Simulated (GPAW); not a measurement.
# HfC (Fm-3m) in GPAW: settings compared

Aim: see how the results for HfC move with the level of theory and the settings. Levels: vdW-DF-cx, BLYP. Tasks: single point.

Program: GPAW 26.7.0. These are calculated values, not measurements. Logs are shortened: lines on timing, memory, paths and dates and some standing lists are left out, and cuts for length are marked. The log counts tension as positive stress, the text compression.

### Step 1. The crystal as given

It takes space group Fm-3m (No. 225, cubic). The conventional cell has a = 4.650 Å, b = 4.650 Å, c = 4.650 Å, α = 90.00°, β = 90.00°, γ = 90.00°. Hf (site symmetry m-3m) has 6 C at 2.33 Å as nearest neighbours. C (site symmetry m-3m) is surrounded by 6 Hf at 2.33 Å.

### Step 2. Single point, vdW-DF-cx

run.py reads:

```python
from ase import Atoms
from ase.dft.bandgap import bandgap
from ase.io import write
from gpaw import GPAW, PW

atoms = Atoms(['Hf', 'C'],
              cell=[[0.0, 2.325, 2.325],
                    [2.325, 0.0, 2.325],
                    [2.325, 2.325, 0.0]],
              scaled_positions=[[0.5, 0.5, 0.5],
                                [0.0, 0.0, 0.0]],
              pbc=True)

calc = GPAW(mode=PW(800),
            xc={'name': 'vdW-DF-cx', 'backend': 'libvdwxc'},
            kpts={'size': (10, 10, 10), 'gamma': True},
            occupations={'name': 'fermi-dirac', 'width': 0.05},
            nbands=18,
            convergence={'density': 1e-05, 'energy': 1e-05},
            maxiter=150,
            txt='gpaw.txt')
atoms.calc = calc
energy = atoms.get_potential_energy()
forces = atoms.get_forces()
calc.write('gs.gpw')
write('result.traj', atoms)
print(f'Energy: {energy:.6f} eV')
print('Forces (eV/A):')
print(forces.round(4))
print('Fermi level:', round(calc.get_fermi_level(), 4), 'eV')
print(f'Gap: {bandgap(calc)[0]:.4f} eV, direct: {bandgap(calc, direct=True)[0]:.4f} eV')
```

Potentials or basis: GPAW PAW data sets (gpaw-data 1.2.1), pw.

Command:

```console
$ OMP_NUM_THREADS=1 python run.py
```

gpaw.txt:

```text
__  _  _
 | _ |_)|_||  |
 |__||  | ||/\| - 26.7.0

Input parameters:
  mode=PW(ecut=800.0),
  convergence={'density': 1e-05, 'energy': 1e-05},
  kpts=MonkhorstPack(size=(10, 10, 10), gamma=True),
  maxiter=150,
  nbands=18,
  occupations=Occupations(name='fermi-dirac', width=0.05),
  xc=XC(name='vdW-DF-cx', backend='libvdwxc')

Diagonalizing LCAO Hamiltonian
Converting LCAO to pw mode

               Hf

       C

Atoms  # Å, Bohr magnetons
|   | symbol |        x |        y |        z |    initial magnetic moments |
|---|--------|----------|----------|----------|-----------------------------|
| 0 |     Hf | 2.325000 | 2.325000 | 2.325000 | ( 0.0000,  0.0000,  0.0000) |
| 1 |      C | 0.000000 | 0.000000 | 0.000000 | ( 0.0000,  0.0000,  0.0000) |

Unit cell  # Å
| periodic |        x |        y |        z |  lengths |    angles |
|----------|----------|----------|----------|----------|-----------|
|      yes | 0.000000 | 2.325000 | 2.325000 | 3.288047 | 60.000000 |
|      yes | 2.325000 | 0.000000 | 2.325000 | 3.288047 | 60.000000 |
|      yes | 2.325000 | 2.325000 | 0.000000 | 3.288047 | 60.000000 |

Number of symmetries: 48
Symmetry operations  # r_c * U_cc + t_c -> r_c
|    | kind |            matrix            |
|----|------|------------------------------|
|  0 |  σ   |  1, 0, 0,  1, 0,-1,  1,-1, 0 |
|  1 |  C2  |  1, 0, 0,  1,-1, 0,  1, 0,-1 |
|  2 |  E   |  1, 0, 0,  0, 1, 0,  0, 0, 1 |
|  3 |  σ   |  1, 0, 0,  0, 0, 1,  0, 1, 0 |
|  4 |  C4  |  1, 0,-1,  1, 0, 0,  1,-1, 0 |
|  5 |  S6  |  1, 0,-1,  1,-1, 0,  1, 0, 0 |
|  6 |  σ   |  1, 0,-1,  0, 1,-1,  0, 0,-1 |
|  7 |  C3  |  1, 0,-1,  0, 0,-1,  0, 1,-1 |
|  8 |  S6  |  1,-1, 0,  1, 0, 0,  1, 0,-1 |
|  9 |  C4  |  1,-1, 0,  1, 0,-1,  1, 0, 0 |
| 10 |  C3  |  1,-1, 0,  0,-1, 1,  0,-1, 0 |
| 11 |  σ   |  1,-1, 0,  0,-1, 0,  0,-1, 1 |
| 12 |  σ   |  0, 1, 0,  1, 0, 0,  0, 0, 1 |
| 13 |  C4  |  0, 1, 0,  0, 1,-1, -1, 1, 0 |
| 14 |  C3  |  0, 1, 0,  0, 0, 1,  1, 0, 0 |
| 15 |  S6  |  0, 1, 0, -1, 1, 0,  0, 1,-1 |
| 16 |  C2  |  0, 1,-1,  1, 0,-1,  0, 0,-1 |
| 17 |  σ   |  0, 1,-1,  0, 1, 0, -1, 1, 0 |
| 18 |  S4  |  0, 1,-1,  0, 0,-1,  1, 0,-1 |
| 19 |  C4  |  0, 1,-1, -1, 1, 0,  0, 1, 0 |
| 20 |  C3  |  0, 0, 1,  1, 0, 0,  0, 1, 0 |
| 21 |  σ   |  0, 0, 1,  0, 1, 0,  1, 0, 0 |
| 22 |  S6  |  0, 0, 1,  0,-1, 1, -1, 0, 1 |
| 23 |  C4  |  0, 0, 1, -1, 0, 1,  0,-1, 1 |
| 24 |  S4  |  0, 0,-1,  1, 0,-1,  0, 1,-1 |
| 25 |  C3  |  0, 0,-1,  0, 1,-1,  1, 0,-1 |
| 26 |  C2  |  0, 0,-1,  0,-1, 0, -1, 0, 0 |
| 27 |  S6  |  0, 0,-1, -1, 0, 0,  0,-1, 0 |
| 28 |  S4  |  0,-1, 1,  1,-1, 0,  0,-1, 0 |
| 29 |  C4  |  0,-1, 1,  0, 0, 1, -1, 0, 1 |
| 30 |  C2  |  0,-1, 1,  0,-1, 0,  1,-1, 0 |
| 31 |  σ   |  0,-1, 1, -1, 0, 1,  0, 0, 1 |
| 32 |  C3  |  0,-1, 0,  1,-1, 0,  0,-1, 1 |
| 33 |  S6  |  0,-1, 0,  0, 0,-1, -1, 0, 0 |
| 34 |  S4  |  0,-1, 0,  0,-1, 1,  1,-1, 0 |
| 35 |  C2  |  0,-1, 0, -1, 0, 0,  0, 0,-1 |
| 36 |  C2  | -1, 1, 0,  0, 1, 0,  0, 1,-1 |
| 37 |  S6  | -1, 1, 0,  0, 1,-1,  0, 1, 0 |
| 38 |  S4  | -1, 1, 0, -1, 0, 1, -1, 0, 0 |
| 39 |  C3  | -1, 1, 0, -1, 0, 0, -1, 0, 1 |
| 40 |  S6  | -1, 0, 1,  0, 0, 1,  0,-1, 1 |
| 41 |  C2  | -1, 0, 1,  0,-1, 1,  0, 0, 1 |
| 42 |  C3  | -1, 0, 1, -1, 1, 0, -1, 0, 0 |
| 43 |  S4  | -1, 0, 1, -1, 0, 0, -1, 1, 0 |
| 44 |  C2  | -1, 0, 0,  0, 0,-1,  0,-1, 0 |
| 45 |  i   | -1, 0, 0,  0,-1, 0,  0, 0,-1 |
| 46 |  σ   | -1, 0, 0, -1, 1, 0, -1, 0, 1 |
| 47 |  C2  | -1, 0, 0, -1, 0, 1, -1, 1, 0 |

BZ-sampling:
  Number of BZ points: 1000
  Number of IBZ points: 47

  Monkhorst-Pack size: [10, 10, 10]
  Monkhorst-Pack shift: [0.05, 0.05, 0.05]

K-points  # in reciprocal-cell coordinates
|     |                                coordinates |     weight |
|-----|--------------------------------------------|------------|
|   0 | (  0.00000000,   0.00000000,   0.00000000) | 0.00100000 |
|   1 | (  0.10000000,   0.10000000,   0.00000000) | 0.00600000 |
|   2 | (  0.10000000,   0.10000000,   0.10000000) | 0.00800000 |
|   3 | (  0.20000000,   0.10000000,   0.10000000) | 0.01200000 |
|   4 | (  0.20000000,   0.20000000,   0.00000000) | 0.00600000 |
|   5 | (  0.20000000,   0.20000000,   0.10000000) | 0.02400000 |
|   6 | (  0.20000000,   0.20000000,   0.20000000) | 0.00800000 |
|   7 | (  0.30000000,   0.20000000,   0.10000000) | 0.02400000 |
|   8 | (  0.30000000,   0.20000000,   0.20000000) | 0.02400000 |
|   9 | (  0.30000000,   0.30000000,   0.00000000) | 0.00600000 |
| ... |                                            |            |
|  46 | (  0.50000000,   0.50000000,   0.50000000) | 0.00400000 |

Plane wave coefficients: 1308
Cutoff: 800.0 eV

Spin-components: 1 (collinear spins)
Bands:           18
Projectors:      11
Spin-degeneracy: 2
Datatype:        complex128

Parallelization:
  kpt:    1
  domain: 1
  band:   1

Density:
  Valence electrons: 16.0
  Components: 1
  Grid points: [24 24 24]
  Charge: 0.0  # |e|

Potential:
  Grid points: [24 24 24]

species:
  Hf:
    name:    Hafnium
    Z:       72.0
    valence: 12
    core:    60
    charge:  0.0  # [|e|]
    compensation charges:
      type: gauss
      rc: 0.41  # [Å]
      lmax: 2
    cutoffs:
      filter: 2.36  # [Å]
      core: 4.02  # [Å]
    projectors
    | kind |    occ | energy [eV] | rcut [Å] |
    |------|--------|-------------|----------|
    |   5s |  2.000 |     -66.831 |    1.397 |
    |   6s |  2.000 |      -5.097 |    1.397 |
    |   5p |  6.000 |     -35.599 |    1.307 |
    |   6p |  0.000 |      -1.401 |    1.307 |
    |   5d |  2.000 |      -2.699 |    1.334 |
    |    d |        |      24.513 |    1.334 |

    Using partial waves for Hf as LCAO basis

  C:
    name:    Carbon
    Z:       6.0
    valence: 4
    core:    2
    charge:  0.0  # [|e|]
    compensation charges:
      type: gauss
      rc: 0.20  # [Å]
      lmax: 2
    cutoffs:
      filter: 1.14  # [Å]
      core: 1.14  # [Å]
    projectors
    | kind |    occ | energy [eV] | rcut [Å] |
    |------|--------|-------------|----------|
    |   2s |  2.000 |     -13.751 |    0.635 |
    |   2p |  2.000 |      -5.284 |    0.635 |
    |    s |        |      13.461 |    0.635 |
    |    p |        |      21.927 |    0.635 |
    |    d |        |       0.000 |    0.635 |

    Using partial waves for C as LCAO basis

Reference energy: -410913.743391  # eV

eigensolver:
  PPCG
  Converge bands: occupied
  niter=2

density mixing:
  MSR1-Mixer
  Pratt-step length: 0.05
  Maximum mixing coefficient: 0.75
  Old densities: 10
  SVD Regularization: 0.005
  Good broyden scale: 1.0
  Trust region scale: 1.0
  Backstep threshold: 4.0
  History deletion threshold: 6.0
  Fourier metric: weight=20.0, sigma=0.015

occupation numbers:
  Fermi-Dirac:
    width: 0.0500  # eV

poisson solver:
  ecut: 6400.0  # eV

xc functional:
  name: vdW-DF-cx with libvdwxc
  Mode: serial
  Semilocal: GGA_X_LV_RPW86+LDA_C_PW with 2 nearest neighbor stencil
  Local blocksize: 48 x 48 x 48
  PAW datasets: PBE

convergence criteria:
- Maximum integral of absolute [dens]ity change: 1e-05 electrons / valence electron
- Maximum [total energy] change in last 3 cyles: 1e-05 eV / valence electron
- Maximum integral of absolute [eigenst]ate change: 4e-08 eV^2 / valence electron
maximum number of iterations: 150

SCF iterations
|iter     | |      energy | eigst |  dens |
|---------|-|-------------|-------|-------|
|iter:   1| |   72.287566 | -0.37 |       |
|iter:   2| |   72.829778 | -2.57 | -0.82 |
|iter:   3| |   74.034698 | -1.56 | -0.88 |
|iter:   4| |   74.019457 | -3.20 | -1.60 |
|iter:   5| |   74.008250 | -3.18 | -1.82 |
|iter:   6| |   74.008306 | -5.28 | -3.02 |
|iter:   7| |   74.008306c| -6.51 | -3.58 |
|iter:   8| |   74.008305c| -7.29 | -4.07 |
|iter:   9| |   74.008305c| -8.95c| -5.32c|

Converged in 9 steps
Energy contributions relative to reference atoms: (reference = -410913.743391)

Energy contributions:
  Kinetic:          23.070598
  Coulomb:         -23.581202
  Zero:             -0.429029
  External:          0.000000
  Xc:               74.949322
  Entropy:          -0.002766
  Spinorbit:         0.000000
  ----------------------------
  Free energy:      74.006922
  Extrapolated:     74.008305

dipole moment: (-9.239338, -9.239338, -9.239338)  # |e|*Ang

Fermi level: 10.938
Eigenvalues  # (at kpt = [0.000, 0.000, 0.000])
| band index |      eig [eV] | occ [0-2] |
|------------|---------------|-----------|
|          0 |       -50.160 |     2.000 |
|          1 |       -18.783 |     2.000 |
|          2 |       -18.783 |     2.000 |
|          3 |       -18.783 |     2.000 |
|          4 |        -1.352 |     2.000 |
|          5 |        11.936 |     0.000 |
|          6 |        11.936 |     0.000 |
|          7 |        11.936 |     0.000 |
|          8 |        12.259 |     0.000 |
|          9 |        12.259 |     0.000 |
|         10 |        12.259 |     0.000 |
|         11 |        14.265 |     0.000 |
|         12 |        14.265 |     0.000 |
|        ... |               |           |
|         17 |        35.161 |     0.000 |

No gap
No difference between direct/indirect transitions

Forces  # eV/Ang
|       x |        y |        z |
|---------|----------|----------|
| 0.00000 | -0.00000 | -0.00000 |  # Hf   0
| 0.00000 | -0.00000 |  0.00000 |  # C    1

# Writing to gs.gpw (mode='')
```

Run time: 25 s. Hardware: 1 thread of Arm Neoverse V1, shared host; peak memory 0.22 GiB.

What came out:

```
Free energy            : 74.0069 eV
Band gap on the k mesh : none (metal or under the smearing width)
```

Caveat: the PAW data sets were made with another functional, which shifts forces and pressure a little. Spin-orbit coupling is left out, which matters for the levels of Hf.

### Step 3. Single point, BLYP

Changes to run.py since step 2:

```diff
@@ -3,3 +3,6 @@
 from ase.io import write
-from gpaw import GPAW, PW
+from ase.units import GPa
+from gpaw import GPAW, PW, setup_paths
+
+setup_paths.insert(0, '.')
 
@@ -14,3 +17,3 @@
 calc = GPAW(mode=PW(800),
-            xc={'name': 'vdW-DF-cx', 'backend': 'libvdwxc'},
+            xc='BLYP',
             kpts={'size': (10, 10, 10), 'gamma': True},
@@ -19,2 +22,3 @@
             convergence={'density': 1e-05, 'energy': 1e-05},
+            eigensolver='davidson',
             maxiter=150,
@@ -24,2 +28,3 @@
 forces = atoms.get_forces()
+stress = atoms.get_stress()
 calc.write('gs.gpw')
@@ -29,2 +34,3 @@
 print(forces.round(4))
+print('Stress (GPa):', (stress / GPa).round(3))
 print('Fermi level:', round(calc.get_fermi_level(), 4), 'eV')
```

Potentials or basis: PAW data sets generated in the run's folder for this functional, pw.

Command:

```console
$ gpaw-setup -f BLYP C Hf
$ OMP_NUM_THREADS=1 python run.py
```

Run time: 27 s. Hardware: 1 thread of Arm Neoverse V1, shared host; peak memory 0.2 GiB.

It converged, with:

* Free energy: -16.6808 eV
* Pressure: 7.5 GPa
* Band gap on the k mesh: none (metal or under the smearing width)

Levels at points of the mesh, in eV from the Fermi level:
| k point | band 4 | band 5 | band 6 | band 7 | band 8 | band 9 | band 10 | band 11 | band 12 | band 13 |
| --- | --- | --- | --- | --- | --- | --- | --- | --- | --- | --- |
| (0.00, 0.00, 0.00) | -29.84 | -12.22 | 0.94 | 0.94 | 0.94 | 1.34 | 1.34 | 1.34 | 3.27 | 3.27 |
| (0.50, 0.50, 0.00) | -30.06 | -10.43 | -2.51 | -1.68 | -0.13 | -0.13 | 5.11 | 6.47 | 6.47 | 8.49 |
| (0.50, 0.50, 0.50) | -29.90 | -8.60 | -6.03 | -3.04 | -3.04 | 5.12 | 5.12 | 5.64 | 6.93 | 11.12 |

Spin-orbit coupling is left out, which matters for the levels of Hf.
